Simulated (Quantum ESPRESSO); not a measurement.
# Au (Fm-3m) in Quantum ESPRESSO: notebook

The runs below take Au through phonons, with PBE+D2, PBEsol.

Everything below comes from runs of Quantum ESPRESSO 7.5. Logs are shortened: lines on timing, memory, paths and dates and some standing lists are left out, and cuts for length are marked.

**1. The crystal as given**

It takes space group Fm-3m (No. 225, cubic). Conventional cell: a = 4.070 Å, b = 4.070 Å, c = 4.070 Å, α = 90.00°, β = 90.00°, γ = 90.00°. Au (site symmetry m-3m) is surrounded by 12 Au at 2.88 Å.

**2. Phonons, PBE+D2**

The input, pw.in:

```
&CONTROL
  calculation = 'scf'
  prefix = 'pwscf'
  outdir = './tmp'
  pseudo_dir = './pseudo'
  tprnfor = .true.
  tstress = .true.
  disk_io = 'low'
/
&SYSTEM
  ibrav = 0
  nat = 1
  ntyp = 1
  ecutwfc = 76
  nbnd = 16
  occupations = 'smearing'
  smearing = 'mv'
  degauss = 0.00999582
  vdw_corr = 'grimme-d2'
/
&ELECTRONS
  conv_thr = 2d-10
  electron_maxstep = 120
  mixing_beta = 0.5
/
ATOMIC_SPECIES
Au   196.9666 Au.upf
CELL_PARAMETERS angstrom
   0.0000000000    2.0350000000    2.0350000000
   2.0350000000    0.0000000000    2.0350000000
   2.0350000000    2.0350000000    0.0000000000
ATOMIC_POSITIONS crystal
Au     0.0000000000    0.0000000000    0.0000000000
K_POINTS automatic
11 11 11 0 0 0
```

The input, relax.in:

```
&CONTROL
  calculation = 'vc-relax'
  prefix = 'pwscf'
  outdir = './tmp'
  pseudo_dir = './pseudo'
  tprnfor = .true.
  tstress = .true.
  disk_io = 'low'
  nstep = 40
  forc_conv_thr = 0.0001
  etot_conv_thr = 1d-06
/
&SYSTEM
  ibrav = 0
  nat = 1
  ntyp = 1
  ecutwfc = 76
  nbnd = 16
  occupations = 'smearing'
  smearing = 'mv'
  degauss = 0.00999582
  vdw_corr = 'grimme-d2'
/
&ELECTRONS
  conv_thr = 2d-10
  electron_maxstep = 120
  mixing_beta = 0.5
/
&IONS
  ion_dynamics = 'bfgs'
/
&CELL
  cell_dynamics = 'bfgs'
  press = 0
  press_conv_thr = 0.2
/
ATOMIC_SPECIES
Au   196.9666 Au.upf
CELL_PARAMETERS angstrom
   0.0000000000    2.0350000000    2.0350000000
   2.0350000000    0.0000000000    2.0350000000
   2.0350000000    2.0350000000    0.0000000000
ATOMIC_POSITIONS crystal
Au     0.0000000000    0.0000000000    0.0000000000
K_POINTS automatic
11 11 11 0 0 0
```

The input, scf2.in:

```
&CONTROL
  calculation = 'scf'
  prefix = 'pwscf'
  outdir = './tmp'
  pseudo_dir = './pseudo'
  tprnfor = .true.
  tstress = .true.
  disk_io = 'low'
/
&SYSTEM
  ibrav = 0
  nat = 1
  ntyp = 1
  ecutwfc = 76
  nbnd = 16
  occupations = 'smearing'
  smearing = 'mv'
  degauss = 0.00999582
  vdw_corr = 'grimme-d2'
/
&ELECTRONS
  conv_thr = 1d-13
  electron_maxstep = 120
  mixing_beta = 0.5
  startingpot = 'file'
  startingwfc = 'file'
/
ATOMIC_SPECIES
Au   196.9666 Au.upf
CELL_PARAMETERS angstrom
   0.0000000000    1.9969559699    1.9969559699
   1.9969559699    0.0000000000    1.9969559699
   1.9969559699    1.9969559699    0.0000000000
ATOMIC_POSITIONS crystal
Au     0.0000000000    0.0000000000    0.0000000000
K_POINTS automatic
11 11 11 0 0 0
```

The input, ph.in:

```
phonons of Au
&INPUTPH
  prefix = 'pwscf'
  outdir = './tmp'
  tr2_ph = 1d-16
  fildyn = 'dyn'
  niter_ph = 60
  alpha_mix(1) = 0.4
/
0.5303300859 0.5303300859 0.0000000000
```

Potentials or basis: PseudoDojo 0.4.1 SR PBE standard.

The run is started by

```
OMP_NUM_THREADS=1 pw.x -in pw.in > pw.out
OMP_NUM_THREADS=1 pw.x -in relax.in > relax.out
OMP_NUM_THREADS=1 pw.x -in scf2.in > scf2.out
OMP_NUM_THREADS=1 ph.x -in ph.in > ph.out
```

pw.out:

```text
This program is part of the open-source Quantum ESPRESSO suite
     for quantum simulation of materials; please cite
[... 9 lines left out ...]
     --------------------
     sticks:   dense  smooth     PW     G-vecs:    dense   smooth      PW
     Sum         613     613    199                10081    10081    1807

     Using Slab Decomposition

     bravais-lattice index     =            0
     lattice parameter (alat)  =       5.4385  a.u.
     unit-cell volume          =     113.7417 (a.u.)^3
     number of atoms/cell      =            1
     number of atomic types    =            1
     number of electrons       =        19.00
     number of Kohn-Sham states=           16
     kinetic-energy cutoff     =      76.0000  Ry
     charge density cutoff     =     304.0000  Ry
     scf convergence threshold =      2.0E-10
     mixing beta               =       0.5000
     number of iterations used =            8  plain     mixing
     Exchange-correlation= PBE
                           (   1   4   3   4   0   0   0)

     celldm(1)=   5.438489  celldm(2)=   0.000000  celldm(3)=   0.000000
     celldm(4)=   0.000000  celldm(5)=   0.000000  celldm(6)=   0.000000

     crystal axes: (cart. coord. in units of alat)
               a(1) = (   0.000000   0.707107   0.707107 )
               a(2) = (   0.707107   0.000000   0.707107 )
               a(3) = (   0.707107   0.707107   0.000000 )

     reciprocal axes: (cart. coord. in units 2 pi/alat)
               b(1) = ( -0.707107  0.707107  0.707107 )
               b(2) = (  0.707107 -0.707107  0.707107 )
               b(3) = (  0.707107  0.707107 -0.707107 )

     PseudoPot. # 1 for Au read from file:
     Au.upf
     Pseudo is Norm-conserving + core correction, Zval = 19.0
     Generated using ONCVPSP code by D. R. Hamann
     Using radial grid of 1356 points,  7 beta functions with:
                l(1) =   0
                l(2) =   0
                l(3) =   1
                l(4) =   1
                l(5) =   2
                l(6) =   2
                l(7) =   3

     atomic species   valence    mass     pseudopotential
     Au               19.00   196.96660     Au( 1.00)

     48 Sym. Ops., with inversion, found

   Cartesian axes

     site n.     atom                  positions (alat units)
         1        Au     tau(   1) = (   0.0000000   0.0000000   0.0000000  )

     -------------------------------------------------
     Parameters for Dispersion (Grimme-D2) Correction:
     -------------------------------------------------
       atom      VdW radius       C_6

        Au         3.349       2818.308

     number of k points=    56  Marzari-Vanderbilt smearing, width (Ry)=  0.0100
                       cart. coord. in units 2pi/alat
        k(    1) = (   0.0000000   0.0000000   0.0000000), wk =   0.0015026
        k(    2) = (   0.0642824   0.0642824  -0.0642824), wk =   0.0120210
        k(    3) = (   0.1285649   0.1285649  -0.1285649), wk =   0.0120210
        k(    4) = (   0.1928473   0.1928473  -0.1928473), wk =   0.0120210
        k(    5) = (   0.2571297   0.2571297  -0.2571297), wk =   0.0120210
        k(    6) = (   0.3214122   0.3214122  -0.3214122), wk =   0.0120210
[... 48 lines left out ...]
        k(   55) = (  -0.0642824  -0.4499770   0.7071068), wk =   0.0360631
        k(   56) = (   0.0000000  -0.3856946   0.6428243), wk =   0.0360631

     Dense  grid:    10081 G-vectors     FFT dimensions: (  32,  32,  32)

     Initial potential from superposition of free atoms

     starting charge      18.9999, renormalised to      19.0000
     Starting wfcs are   10 randomized atomic wfcs +    6 random wfcs

     Self-consistent Calculation

     iteration #  1     ecut=    76.00 Ry     beta= 0.50
     Davidson diagonalization with overlap
     ethr =  1.00E-02,  avg # of iterations =  5.0

     Threshold (ethr) on eigenvalues was too large:
     Diagonalizing with lowered threshold

     Davidson diagonalization with overlap
     ethr =  3.18E-04,  avg # of iterations =  1.8

     total energy              =    -296.49287530 Ry
     estimated scf accuracy    <       0.05951186 Ry

     iteration #  2     ecut=    76.00 Ry     beta= 0.50
     Davidson diagonalization with overlap
     ethr =  3.13E-04,  avg # of iterations =  2.0
[... 36 lines left out ...]
     total energy              =    -296.50729725 Ry
     estimated scf accuracy    <          2.6E-09 Ry

     iteration #  8     ecut=    76.00 Ry     beta= 0.50
     Davidson diagonalization with overlap
     ethr =  1.38E-11,  avg # of iterations =  2.0

     End of self-consistent calculation

          k = 0.0000 0.0000 0.0000 (  1243 PWs)   bands (ev):

   -84.6435 -35.8953 -35.8953 -35.8953  11.0153  16.2575  16.2575  16.2575
    17.8053  17.8053  35.4714  39.5256  39.5256  39.5256  44.4963  49.0279

          k = 0.0643 0.0643-0.0643 (  1273 PWs)   bands (ev):

   -84.6425 -35.9135 -35.8980 -35.8980  11.3048  16.1657  16.3543  16.3543
    17.7642  17.7642  35.7948  37.9210  39.8717  39.8717  45.2974  47.3019

          k = 0.1286 0.1286-0.1286 (  1278 PWs)   bands (ev):
[... 96 lines left out ...]
   -84.6302 -36.0901 -35.9786 -35.9355  14.3932  15.8570  16.8339  16.8417
    18.4854  21.4829  26.2271  33.2057  36.8115  38.1078  44.5049  46.3134

          k =-0.0643-0.3214 0.3214 (  1284 PWs)   bands (ev):

   -84.6323 -36.0587 -35.9710 -35.9242  14.3409  15.8723  16.2461  16.9470
    17.8017  20.0748  29.5076  33.3382  37.4302  40.4524  42.1444  46.3728

          k = 0.0000-0.2571 0.2571 (  1277 PWs)   bands (ev):

   -84.6352 -36.0204 -35.9503 -35.9133  13.6129  15.6356  16.4575  17.1465
    17.1859  19.0309  32.4422  34.4216  38.6921  40.1713  42.8998  45.6314

          k = 0.3857 0.0000-0.0000 (  1283 PWs)   bands (ev):

   -84.6340 -36.0207 -35.9456 -35.9456  13.7305  14.9638  17.0553  17.7257
    17.7257  18.4534  35.2079  35.2079  36.3948  37.6204  38.7127  47.2024

          k = 0.4500 0.0643-0.0643 (  1282 PWs)   bands (ev):
[... 36 lines left out ...]
   -84.6273 -36.0907 -36.0074 -35.9720  14.2465  14.6977  17.6606  18.3336
    19.1458  23.4836  26.5161  29.6774  32.6665  38.9327  42.8615  47.3961

          k =-0.0000-0.5143 0.5143 (  1276 PWs)   bands (ev):

   -84.6274 -36.0690 -36.0364 -35.9628  14.5344  15.2320  16.9207  17.9776
    18.8216  24.5108  26.1803  28.3730  34.1173  38.4556  45.5901  46.8330

          k = 0.6428-0.0000 0.0000 (  1274 PWs)   bands (ev):

   -84.6273 -36.1077 -35.9814 -35.9814  13.8654  14.1919  18.9610  19.2661
    19.2661  21.3151  27.6938  31.2497  31.2497  38.2190  40.7692  48.3644

          k =-0.0000-0.6428 0.6428 (  1264 PWs)   bands (ev):

   -84.6269 -36.1068 -35.9909 -35.9807  13.9535  14.2716  18.7696  18.8339
    19.2998  22.7685  26.6372  30.3447  31.4307  38.8932  41.1394  47.9673

          k = 0.2571 0.1286 0.0000 (  1282 PWs)   bands (ev):

   -84.6377 -35.9826 -35.9290 -35.9128  12.7847  15.6146  16.6365  16.9494
    17.3663  18.2891  34.8009  36.0904  38.8149  39.5286  42.9299  44.8493

          k = 0.3214 0.1928-0.0643 (  1281 PWs)   bands (ev):

   -84.6346 -36.0302 -35.9465 -35.9216  13.7238  15.5908  16.3500  17.0369
    17.7797  18.9744  31.7112  35.2512  37.6948  40.0013  43.0093  44.7907

          k = 0.3857 0.2571-0.1286 (  1272 PWs)   bands (ev):
[... 26 lines left out ...]
   -84.6287 -36.0861 -36.0012 -35.9517  14.7583  15.5179  16.5257  17.2572
    18.8326  23.5884  24.7725  32.0126  34.4651  38.8146  44.8299  47.7853

          k =-0.0643-0.3214 0.4500 (  1267 PWs)   bands (ev):

   -84.6297 -36.0726 -35.9989 -35.9425  14.8954  15.6547  16.0126  17.3542
    18.3820  21.5636  27.7685  31.5450  35.5923  39.5889  43.3755  47.3082

          k = 0.0000-0.2571 0.3857 (  1280 PWs)   bands (ev):

   -84.6320 -36.0525 -35.9782 -35.9308  14.6345  15.4506  15.9926  17.4826
    17.7555  20.1210  30.4769  32.3950  36.7067  41.2269  41.3730  46.8466

          k = 0.5143 0.1286 0.0000 (  1266 PWs)   bands (ev):

   -84.6296 -36.0749 -35.9778 -35.9647  14.3241  14.6556  17.1570  18.5461
    18.6074  20.2849  30.3587  32.0867  33.0536  39.5717  40.5471  47.3863

          k =-0.1286-0.5143 0.6428 (  1271 PWs)   bands (ev):

   -84.6280 -36.0828 -36.0002 -35.9702  14.4855  14.8694  16.9225  18.2121
    19.0568  22.3992  27.6766  30.8414  32.3090  39.9005  42.7042  46.6835

          k =-0.0643-0.4500 0.5785 (  1269 PWs)   bands (ev):

   -84.6275 -36.0716 -36.0276 -35.9667  14.7052  15.2816  16.5760  17.8286
    18.9950  24.6244  25.6370  29.4235  32.9952  39.6865  45.1653  46.2126

          k = 0.0000-0.3857 0.5143 (  1264 PWs)   bands (ev):

   -84.6281 -36.0576 -36.0378 -35.9559  15.0460  15.5900  16.0311  17.6132
    18.6297  23.1257  28.2116  28.2856  34.3455  39.6093  44.3097  47.9812

          k =-0.0643-0.5785 0.7071 (  1279 PWs)   bands (ev):

   -84.6272 -36.0987 -35.9916 -35.9813  14.1232  14.4061  18.0851  18.7162
    19.2654  22.6150  27.3229  30.6757  31.0659  39.7700  41.1027  47.5641

          k =-0.0000-0.5143 0.6428 (  1270 PWs)   bands (ev):
[... 11 lines left out ...]
   -84.6278 -36.0681 -36.0244 -35.9671  15.1336  15.3686  15.9781  17.6967
    18.9676  23.7895  26.5619  29.9688  32.4015  41.0556  43.7139  47.6905

          k =-0.0643-0.4500 0.7071 (  1257 PWs)   bands (ev):

   -84.6272 -36.0745 -36.0190 -35.9806  14.7353  15.0419  16.6072  18.0044
    19.2633  24.3549  27.0443  29.1118  30.9338  42.2256  42.8843  45.7319

          k = 0.0000-0.3857 0.6428 (  1261 PWs)   bands (ev):

   -84.6271 -36.0547 -36.0424 -35.9794  14.9503  15.4872  16.0743  17.6928
    19.2597  25.2674  26.9627  27.9522  31.1405  42.2077  44.1885  46.0305

     the Fermi energy is    21.0002 ev

!    total energy              =    -296.50729725 Ry
     estimated scf accuracy    <          4.2E-11 Ry
     smearing contrib. (-TS)   =       0.00004591 Ry
     internal energy E=F+TS    =    -296.50734316 Ry

     The total energy is F=E-TS. E is the sum of the following terms:
     one-electron contribution =     -80.74496385 Ry
     hartree contribution      =      51.70110449 Ry
     xc contribution           =     -52.15464778 Ry
     ewald contribution        =    -215.19897627 Ry
     Dispersion Correction     =      -0.10985974 Ry

     convergence has been achieved in   8 iterations

     Forces acting on atoms (cartesian axes, Ry/au):

     atom    1 type  1   force =     0.00000000    0.00000000    0.00000000

     Total force =     0.000000     Total SCF correction =     0.000000

     Computing stress (Cartesian axis) and pressure

          total   stress  (Ry/bohr**3)                   (kbar)     P=      -89.90
  -0.00061115  -0.00000000   0.00000000          -89.90       -0.00        0.00
   0.00000000  -0.00061115  -0.00000000            0.00      -89.90       -0.00
   0.00000000   0.00000000  -0.00061115            0.00        0.00      -89.90

=------------------------------------------------------------------------------=
   JOB DONE.
=------------------------------------------------------------------------------=
```

It took 16 min on 1 thread of Arm Neoverse V1, shared host; peak memory 0.09 GiB.

Results:

* Free energy: -4034.2153 eV
* Relaxed volume: 15.93 Å³/atom
* Relaxed cell: a = 2.824 Å, b = 2.824 Å, c = 2.824 Å, α = 60.00°, β = 60.00°, γ = 60.00°
* Space group after relaxing (to 0.05 Å): Fm-3m (No. 225)
* Pressure after relaxing: 0.0 GPa
* Band gap on the k mesh: none (metal or under the smearing width)
* Highest phonon frequency at the q point run: 142 cm⁻¹

Step by step:
| step | energy change (eV) | largest force (eV/Å) | pressure (GPa) | volume (Å³) |
| --- | --- | --- | --- | --- |
| 1 | 0.0000 | 0.0000 | -8.99 | 16.85 |
| 2 | -0.0270 | 0.0000 | -1.94 | 16.09 |
| 3 | -0.0280 | 0.0000 | 0.37 | 15.90 |
| 4 | -0.0280 | 0.0000 | -0.01 | 15.93 |
| 5 | -0.0280 | 0.0000 | 0.00 | 15.93 |

Final structure:
```
CELL_PARAMETERS angstrom
0.00000 1.99696 1.99696
1.99696 0.00000 1.99696
1.99696 1.99696 0.00000
ATOMIC_POSITIONS crystal
Au 0.00000 0.00000 0.00000
```

Levels at points of the mesh, in eV from the Fermi level:
| k point | band 8 | band 9 | band 10 | band 11 | band 12 | band 13 |
| --- | --- | --- | --- | --- | --- | --- |
| (0.00, 0.00, 0.00) | -5.05 | -3.34 | -3.34 | 14.39 | 18.76 | 18.76 |

Phonon frequencies in cm⁻¹ (negative: imaginary):
```
              q point  frequencies
(0.375, 0.375, 0.750)    56 99 142
```

Phonon modes at q = (0.375, 0.375, 0.750) in reciprocal lattice units:
```
mode  symmetry  cm⁻¹
   1       B_1    56
   2       A_1    99
   3       B_2   142
```

Caveat: the q point doesn't lie on the k mesh, which can shift a metal's frequencies strongly unless the mesh is converged; pairwise dispersion overbinds metals, which lowers pressure and volume. Spin-orbit coupling is left out, which matters for the levels of Au.

[end of part 1 of 2]
